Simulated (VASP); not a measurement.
# Li in VASP: further runs

One sheet, Li, is run at these levels: PBE; tasks: single point.

Everything below comes from runs of VASP 6.6.1. Logs are shortened: lines on timing, memory, paths and dates and some standing lists are left out, and cuts for length are marked.

### Step 1. The sheet as given

The cell holds a sheet with vacuum, 1 atom: a = 3.092 Å, b = 3.092 Å, c = 23.800 Å, α = 90.00°, β = 90.00°, γ = 120.00°.

The cell was built by a generator and needn't be a form met in nature.

### Step 2. Single point, PBE

INCAR reads:

```
SYSTEM = Li
ALGO = Normal
DIPOL = 0.5 0.5 0.294
EDIFF = 1E-6
ENCUT = 520
GGA = PE
IDIPOL = 3
ISIF = 2
ISMEAR = 0
LASPH = .TRUE.
LCHARG = .TRUE.
LDIPOL = .TRUE.
LELF = .TRUE.
LREAL = .FALSE.
LVACPOTAV = .TRUE.
LVHAR = .TRUE.
LWAVE = .FALSE.
NBANDS = 8
NELM = 100
PREC = Accurate
SIGMA = 0.1
```

KPOINTS reads:

```
k-points
0
G
  24 24 1
  0 0 0
```

POSCAR reads:

```
Li
1.0
    3.0922473737     -0.0000003533      0.0000000000
   -1.5461233809      2.6779649571      0.0000000000
    0.0000000000      0.0000000000     23.8000000000
Li
1
Direct
    0.0000000000      0.0000000000      0.2941176471
```

Potentials or basis: VASP PAW PBE potentials, release 64 (Li_sv).

The run is started by

```sh
$ cat potpaw_PBE.64/Li_sv/POTCAR > POTCAR
$ mpirun -np 1 vasp_std > vasp.out
```

OUTCAR:

```text
SYSTEM = Li
   EDIFF = 1E-6
   ENCUT = 520
   GGA = PE
   ISIF = 2
   ISMEAR = 0
   LASPH = .TRUE.
   LREAL = .FALSE.
   NELM = 100
   PREC = Accurate

 ion  position               nearest neighbor table
   1  0.000  0.000  0.294-

  LATTYP: Found a hexagonal cell.
 ALAT       =     3.0922473737
 C/A-ratio  =     7.6966675443

  Lattice vectors:

 A1 = (   3.0922473737,  -0.0000003533,   0.0000000000)
 A2 = (  -1.5461233809,   2.6779649571,   0.0000000000)
 A3 = (   0.0000000000,   0.0000000000,  23.8000000000)

Analysis of symmetry for initial positions (statically):
=====================================================================
 Subroutine PRICEL returns:
 Original cell was already a primitive cell.

 Routine SETGRP: Setting up the symmetry group for a
 hexagonal supercell.

 Subroutine GETGRP returns: Found 24 space group operations
 (whereof 12 operations were pure point group operations)
 out of a pool of 24 trial point group operations.

The static configuration has the point symmetry C_6v.
 The point group associated with its full space group is D_6h.

Analysis of symmetry for dynamics (positions and initial velocities):
=====================================================================
 Subroutine PRICEL returns:
 Original cell was already a primitive cell.

 Routine SETGRP: Setting up the symmetry group for a
 hexagonal supercell.

 Subroutine GETGRP returns: Found 24 space group operations
 (whereof 12 operations were pure point group operations)
 out of a pool of 24 trial point group operations.

The dynamic configuration has the point symmetry C_6v.
 The point group associated with its full space group is D_6h.

 Subroutine INISYM returns: Found 24 space group operations
 (whereof 12 operations are pure point group operations),
 and found     1 'primitive' translations

----------------------------------------------------------------------------------------

                                     Primitive cell

  volume of cell :     197.0861

  direct lattice vectors                    reciprocal lattice vectors
     3.092247374 -0.000000353  0.000000000     0.323389414  0.186708916  0.000000000
    -1.546123381  2.677964957  0.000000000     0.000000043  0.373417906  0.000000000
     0.000000000  0.000000000 23.800000000     0.000000000  0.000000000  0.042016807

  length of vectors
     3.092247374  3.092247374 23.800000000     0.373417906  0.373417906  0.042016807

  position of ions in fractional coordinates (direct lattice)
     0.000000000  0.000000000  0.294117647

  ion indices of the primitive-cell ions
   primitive index   ion index
                 1           1

----------------------------------------------------------------------------------------

 KPOINTS: k-points

Automatic generation of k-mesh.
 Grid dimensions read from file:
 generate k-points for:   24   24    1

 Generating k-lattice:

  Cartesian coordinates                     Fractional coordinates (reciprocal lattice)
     0.013474559  0.007779538  0.000000000     0.041666667  0.000000000  0.000000000
     0.000000002  0.015559079  0.000000000     0.000000000  0.041666667  0.000000000
     0.000000000  0.000000000  0.042016807     0.000000000  0.000000000  1.000000000

  Length of vectors
     0.015559079  0.015559079  0.042016807

  Shift w.r.t. Gamma in fractional coordinates (k-lattice)
     0.000000000  0.000000000  0.000000000

 Subroutine IBZKPT returns following result:
 ===========================================

 Found     61 irreducible k-points:

 Following reciprocal coordinates:
            Coordinates               Weight
  0.000000  0.000000  0.000000      1.000000
  0.041667  0.000000  0.000000      6.000000
  0.083333  0.000000  0.000000      6.000000
  0.125000  0.000000  0.000000      6.000000
  0.166667  0.000000  0.000000      6.000000
  0.208333 -0.000000  0.000000      6.000000
[... 16 lines left out ...]
  0.416667  0.041667  0.000000     12.000000
  0.458333  0.041667  0.000000     12.000000
 [... further k-points ...]
   k-points           NKPTS =     61   k-points in BZ     NKDIM =     61   number of bands    NBANDS=      8
   number of dos      NEDOS =    301   number of ions     NIONS =      1
   total plane-waves  NPLWV = 103680
   dimension x,y,z NGX =    24 NGY =   24 NGZ =  180
   dimension x,y,z NGXF=    48 NGYF=   48 NGZF=  360
   ions per type =               1
   NGX,Y,Z   is equivalent  to a cutoff of  12.90, 12.90, 12.57 a.u.
   NGXF,Y,Z  is equivalent  to a cutoff of  25.81, 25.81, 25.15 a.u.
 SYSTEM =  Li
   PREC   = accura    normal or accurate (medium, high low for compatibility)
   ISTART =      0    job   : 0-new  1-cont  2-samecut
   ICHARG =      2    charge: 1-file 2-atom 10-const
   ISPIN  =      1    spin polarized calculation?
   LNONCOLLINEAR =      F non collinear calculations
   LSORBIT =      F    spin-orbit coupling
   LASPH  =      T    aspherical Exc in radial PAW
   ENCUT  =  520.0 eV  38.22 Ry    6.18 a.u.   5.75  5.75 44.25*2*pi/ulx,y,z
   NELM   =    100;   NELMIN=  2; NELMDL= -5     # of ELM steps
   EDIFF  = 0.1E-05   stopping-criterion for ELM
   LREAL  =      F    real-space projection
[... 7 lines left out ...]
   TEBEG  =    0.0;   TEEND  =   0.0 temperature during run
   PSTRESS=    0.0 pullay stress
   NELECT =       3.0000    total number of electrons
   NUPDOWN=      -1.0000    fix difference up-down
   EMIN   =  10.00;   EMAX   =-10.00  energy-range for DOS
   EFERMI =   0.00;   METHOD = LEGACY
   ISMEAR =     0;   SIGMA  =   0.10  broadening in eV -4-tet -1-fermi 0-gaus
   EFERMI_NEDOS =   21; number of points for ismear=-14 and -15
   IALGO  =     38    algorithm
   IMIX   =      4    mixing-type and parameters
     AMIX     =   0.40;   BMIX     =  1.00
     AMIX_MAG =   1.60;   BMIX_MAG =  1.00
  volume/ion in A,a.u.               =     197.09      1330.00
  Fermi-wavevector in a.u.,A,eV,Ry     =   0.405723  0.766706  2.239674  0.164611
  Thomas-Fermi vector in A             =   1.358216
   LORBIT       =      0    0 simple, 1 ext, 2 COOP (PROOUT), +10 PAW based schemes
   GGA     = PE    functional components
   LHFCALC =     F    Hartree Fock is set to
   AEXX    =    0.0000 exact exchange contribution
   IVDW    =     0    specifies the selected vdW correction
   LEPSILON=     F    determine dielectric tensor
   LRPA    =     F    only Hartree local field effects (RPA)
 non-spin polarized calculation
 Gauss-broadening in eV      SIGMA  =   0.10
  energy-cutoff  :      520.00
  volume of cell :      197.09
 maximum number of plane-waves:      5340
 NGX is ok and might be reduce to    24
   NGX = 11   NGY = 11   NGZ = 89

 dipolmoment           0.000000      0.000000     -0.000003 electrons x Angstroem

 number of electron       2.9999989 magnetization

 dipolmoment           0.000000      0.000000      0.000001 electrons x Angstroem

 Free energy of the ion-electron system (eV)
  ---------------------------------------------------
  ext. energy  EPLUGINS =         0.00000000
  ---------------------------------------------------
  free energy    TOTEN  =        -1.40294046 eV

  energy without entropy =       -1.39955755  energy(sigma->0) =       -1.40124901

 E-fermi :  -2.8274     XC(G=0):  -1.3918

 val. band max:       -2.8822791678   @ k =   0.2500   0.1667   0.0000
 cond. band min:      -2.8206881812   @ k =   0.2917   0.1250   0.0000
 fundamental gap:      0.0615909866
 Fermi energy:        -2.8273518227

 k-point     1 :       0.0000    0.0000    0.0000
  band No.  band energies     occupation
      1     -50.0666      2.00000
      2      -4.9006      2.00000
      3      -2.4251      0.00000
      4       0.1042      0.00000
      5       0.5726      0.00000
      6       0.6906      0.00000
      7       1.5679      0.00000
      8       1.8272      0.00000

 k-point     2 :       0.0417    0.0000    0.0000
  band No.  band energies     occupation
      1     -50.0665      2.00000
      2      -4.8733      2.00000
      3      -2.3891      0.00000
      4       0.1390      0.00000
      5       0.6089      0.00000
      6       0.7265      0.00000
      7       1.6042      0.00000
      8       1.8620      0.00000

 k-point     3 :       0.0833    0.0000    0.0000
  band No.  band energies     occupation
      1     -50.0660      2.00000
      2      -4.7917      2.00000
      3      -2.2811      0.00000
      4       0.2431      0.00000
      5       0.7179      0.00000
      6       0.8342      0.00000
      7       1.7130      0.00000
      8       1.9663      0.00000

 k-point     4 :       0.1250    0.0000    0.0000
  band No.  band energies     occupation
      1     -50.0652      2.00000
      2      -4.6558      2.00000
      3      -2.1011      0.00000
      4       0.4165      0.00000
      5       0.8995      0.00000
      6       1.0136      0.00000
      7       1.8944      0.00000
      8       2.1398      0.00000

 k-point     5 :       0.1667    0.0000    0.0000
  band No.  band energies     occupation
      1     -50.0641      2.00000
      2      -4.4664      2.00000
      3      -1.8494      0.00000
      4       0.6583      0.00000
      5       1.1537      0.00000
      6       1.2645      0.00000
      7       2.1483      0.00000
      8       2.3814      0.00000

 k-point     6 :       0.2083   -0.0000    0.0000
  band No.  band energies     occupation
      1     -50.0629      2.00000
      2      -4.2245      2.00000
      3      -1.5260      0.00000
      4       0.9671      0.00000
      5       1.4804      0.00000
      6       1.5867      0.00000
      7       2.4745      0.00000
      8       2.6883      0.00000

 k-point     7 :       0.2500    0.0000    0.0000
  band No.  band energies     occupation
      1     -50.0615      2.00000
      2      -3.9320      2.00000
      3      -1.1315      0.00000
      4       1.3388      0.00000
      5       1.8794      0.00000
      6       1.9788      0.00000
      7       2.8728      0.00000
      8       3.0502      0.00000
[... 133 lines left out ...]
 k-point    20 :       0.2917    0.0417    0.0000
  band No.  band energies     occupation
      1     -50.0595      2.00000
      2      -3.3863      2.00000
      3      -0.3809      0.00000
      4       1.9980      0.00000
      5       2.6400      0.00000
      6       2.7074      0.00000
      7       3.4517      0.00000
      8       3.6309      0.00000

 k-point    21 :       0.3333    0.0417    0.0000
  band No.  band energies     occupation
      1     -50.0583      2.00000
      2      -2.9902      1.97869
      3       0.1873      0.00000
      4       2.2114      0.00000
      5       3.0440      0.00000
      6       3.2172      0.00000
      7       3.4195      0.00000
      8       4.2028      0.00000

 k-point    22 :       0.3750    0.0417    0.0000
  band No.  band energies     occupation
      1     -50.0574      2.00000
      2      -2.5790      0.00044
      3       0.8195      0.00000
      4       1.7731      0.00000
      5       3.4567      0.00000
      6       3.8564      0.00000
      7       4.0061      0.00000
      8       4.7890      0.00000

 k-point    23 :       0.4167    0.0417    0.0000
  band No.  band energies     occupation
      1     -50.0567      2.00000
      2      -2.1976      0.00000
      3       1.2272      0.00000
      4       1.5019      0.00000
      5       4.1069      0.00000
      6       4.1745      0.00000
      7       4.6827      0.00000
      8       4.7166      0.00000

 k-point    24 :       0.4583    0.0417    0.0000
  band No.  band energies     occupation
      1     -50.0564      2.00000
      2      -1.9428      0.00000
      3       0.8749      0.00000
      4       2.1528      0.00000
      5       3.4604      0.00000
      6       4.8480      0.00000
      7       5.4159      0.00000
      8       5.4952      0.00000

 [... further k-points ...]

------------------------ aborting loop because EDIFF is reached ----------------------------------------

  FORCE on cell =-STRESS in cart. coord.  units (eV):
  Direction    XX          YY          ZZ          XY          YZ          ZX
  --------------------------------------------------------------------------------------
  -------------------------------------------------------------------------------------
  Total       -0.0050936     -0.0050936     -0.0155092      0.0000000      0.0000000     -0.0000000
  in kB       -0.0414079     -0.0414079     -0.1260796      0.0000000      0.0000000     -0.0000000
  external PRESSURE =      -0.0696318 kB  Pullay stress =       0.0000000 kB

 VOLUME and BASIS-vectors are now :
 -----------------------------------------------------------------------------
  energy-cutoff  :      520.00
  volume of cell :      197.09
      direct lattice vectors                 reciprocal lattice vectors
     3.092247374 -0.000000353  0.000000000     0.323389414  0.186708916  0.000000000
    -1.546123381  2.677964957  0.000000000     0.000000043  0.373417906  0.000000000
     0.000000000  0.000000000 23.800000000     0.000000000  0.000000000  0.042016807

 POSITION                                       TOTAL-FORCE (eV/Angst)
 -----------------------------------------------------------------------------------
      0.00000      0.00000      7.00000        -0.000000      0.000000      0.000000
 -----------------------------------------------------------------------------------
    total drift:                                0.000000      0.000000      0.000007

  FREE ENERGIE OF THE ION-ELECTRON SYSTEM (eV)
  ---------------------------------------------------
  free  energy   TOTEN  =        -1.4029404641 eV

  energy  without entropy=       -1.3995575492  energy(sigma->0) =       -1.40124901

 vacuum level on the upper side and lower side of the slab         0.507         0.507
```

It took 1.7 min on 1 thread of Intel Xeon Platinum 8488C (Sapphire Rapids), shared host; peak memory 0.34 GiB.

Results:

| Item | Value |
| --- | --- |
| Free energy | -1.4029 eV |
| Band gap on the k mesh | none (metal or under the smearing width) |
| Work function of the upper face | 3.33 eV |
| Work function of the lower face | 3.33 eV |

Caveat: the cutoff is under 1.25 times the usual one of these potentials, so pressure, stress and relaxed cells hold a basis-set (Pulay) error.

### Step 3. Single point, PBE

This run uses another cell than the first one, of 193.43 Å³/atom, 0.981 times its volume.

INCAR reads:

```
PREC = Accurate
ENCUT = 520
EDIFF = 1E-6
ISMEAR = 0
SIGMA = 0.1
LREAL = False
LASPH = True
NELM = 100
ALGO = Normal
ISIF = 2
LWAVE = False
LCHARG = False
LDIPOL = True
IDIPOL = 3
DIPOL = 0.5 0.5 0.294
GGA = PE
NBANDS = 8
```

KPOINTS reads:

```
regular mesh
0
Gamma
  24 24 1
```

POSCAR reads:

```
Li
1.0
    3.0634154044     -0.0000003500      0.0000000000
   -1.5317073991      2.6529957375      0.0000000000
    0.0000000000      0.0000000000     23.8000000000
Li
1
Direct
    0.0000000000      0.0000000000      0.2941176471
```

Potentials or basis: VASP PAW PBE potentials, release 64 (Li_sv).

The run is started by

```sh
$ cat potpaw_PBE.64/Li_sv/POTCAR > POTCAR
$ mpirun -np 1 vasp_std > vasp.out
```

Wall time 1.7 min (1 thread of Intel Xeon Platinum 8488C (Sapphire Rapids), shared host); peak memory 0.34 GiB.

The run converged. Its results:

* Free energy: -1.4022 eV
* Band gap on the k mesh: none (metal or under the smearing width)

Levels at points of the mesh, in eV from the Fermi level:
```csv
k point,band 1,band 2,band 3,band 4,band 5,band 6,band 7
"(0.00, 0.00, 0.00)",-47.21,-2.10,0.37,2.93,3.40,3.52,4.39
"(0.50, 0.00, 0.00)",-47.19,0.90,3.74,5.17,6.17,8.04,8.32
```

Caveat: the cutoff is under 1.25 times the usual one of these potentials, so pressure, stress and relaxed cells hold a basis-set (Pulay) error.

### Step 4. Single point, PBE

This run uses another cell than the first one, of 193.43 Å³/atom, 0.981 times its volume.

INCAR reads:

```
PREC     = Accurate       # precision mode
ENCUT    = 520            # plane-wave cutoff, eV
EDIFF    = 1E-7           # SCF threshold, eV
ISMEAR   = 0              # smearing method
SIGMA    = 0.1            # smearing width, eV
LREAL    = F              # projectors in reciprocal space
LASPH    = T              # aspherical terms in the spheres
NELM     = 100            # most SCF steps
ALGO     = Normal         # electronic algorithm
ISIF     = 2              # what is computed and relaxed
LWAVE    = F              # write WAVECAR
LCHARG   = T              # write CHGCAR
LDIPOL   = T            
IDIPOL   = 3            
DIPOL    = 0.5 0.5 0.294
GGA      = PE             # functional
LELF     = T              # ELF
LVHAR    = T            
LVACPOTAV= T            
NBANDS   = 8              # bands
```

KPOINTS reads:

```
regular mesh
0
Gamma
  6 6 1
```

POSCAR is that of step 3.

The run is started by

```sh
$ cat potpaw_PBE.64/Li_sv/POTCAR > POTCAR
$ mpirun -np 1 vasp_std > vasp.out
```

Wall time 22 s (1 thread of Intel Xeon Platinum 8488C (Sapphire Rapids), shared host); peak memory 0.28 GiB.

It converged, with:

```yaml
Free_energy: -1.4234 eV
Band_gap_on_the_k_mesh: none (metal or under the smearing width)
Work_function_of_the_upper_face: 3.66 eV
Work_function_of_the_lower_face: 3.66 eV
```

Levels at points of the mesh, in eV from the Fermi level:
```tsv
k point	band 1	band 2	band 3	band 4	band 5	band 6	band 7
(0.00, 0.00, 0.00)	-46.88	-1.78	0.70	3.26	3.72	3.86	4.73
(0.50, 0.00, 0.00)	-46.87	1.22	4.06	5.50	6.49	8.37	8.64
```

Caveat: the k mesh is coarse (spacing up to 0.39 Å⁻¹), so the values aren't converged; the cutoff is under 1.25 times the usual one of these potentials, so pressure, stress and relaxed cells hold a basis-set (Pulay) error.

### Step 5. Single point, PBE

This run uses another cell than the first one, of 77.41 Å³/atom, 0.393 times its volume.

INCAR reads:

```
SYSTEM = Li
PREC = Accurate ; ENCUT = 520
EDIFF = 1E-7 ; ISMEAR = 0
SIGMA = 0.1 ; LREAL = .False.
LASPH = .True. ; NELM = 100
ALGO = Normal ; ISIF = 2
LWAVE = .False. ; LCHARG = .False.
LDIPOL = .True. ; IDIPOL = 3
DIPOL = 0.5 0.5 0.500 ; GGA = PE
NBANDS = 8
```

KPOINTS reads:

```
regular mesh
0
Gamma
  6 6 1
  0 0 0
```

POSCAR reads:

```
Li
1.0
    2.5267150000      0.0000000000      0.0000000000
   -1.2633570000      2.1881990000      0.0000000000
    0.0000000000      0.0000000000     14.0000000000
Li
1
Direct
    0.0000000000      0.0000000000      0.5000000000
```

The run is started by

```sh
$ cat potpaw_PBE.64/Li_sv/POTCAR > POTCAR
$ mpirun -np 1 vasp_std > vasp.out
```

Run time: 7.8 s. Hardware: 1 thread of Intel Xeon Platinum 8488C (Sapphire Rapids), shared host; peak memory 0.17 GiB.

The run converged. Its results:

```
Free energy            : -1.1057 eV
Band gap on the k mesh : none (metal or under the smearing width)
```

Levels at points of the mesh, in eV from the Fermi level:
```csv
k point,band 1,band 2,band 3,band 4,band 5
"(0.00, 0.00, 0.00)",-46.39,-2.16,0.02,3.30,4.29
"(0.50, 0.00, 0.00)",-46.30,1.34,6.37,7.30,8.36
```

Caveat: the k mesh is coarse (spacing up to 0.48 Å⁻¹), so the values aren't converged; the cutoff is under 1.25 times the usual one of these potentials, so pressure, stress and relaxed cells hold a basis-set (Pulay) error.

### Step 6. Summary

| cell | k mesh | mesh quality | gap on the mesh (eV) | work function (eV) |
| --- | --- | --- | --- | --- |
| P6/mmm, 197.09 Å³/atom | 24 × 24 × 1 | not flagged | none | 3.33 |
| P6/mmm, 193.43 Å³/atom | 24 × 24 × 1 | not flagged | none | - |
| P6/mmm, 193.43 Å³/atom | 6 × 6 × 1 | coarse | none | 3.66 |
| P6/mmm, 77.41 Å³/atom | 6 × 6 × 1 | coarse | none | - |

Alike in all rows: task single point; level PBE; potentials or basis VASP PAW PBE potentials, release 64 (Li_sv); no spin polarisation; cutoff (eV) 520; smearing gaussian 0.1 eV.

Caveats: some runs use coarse meshes; the cutoff is under 1.25 times the usual one of these potentials, so pressure, stress and relaxed cells hold a basis-set (Pulay) error.

Absolute energies hang on the potentials; compare differences alone.
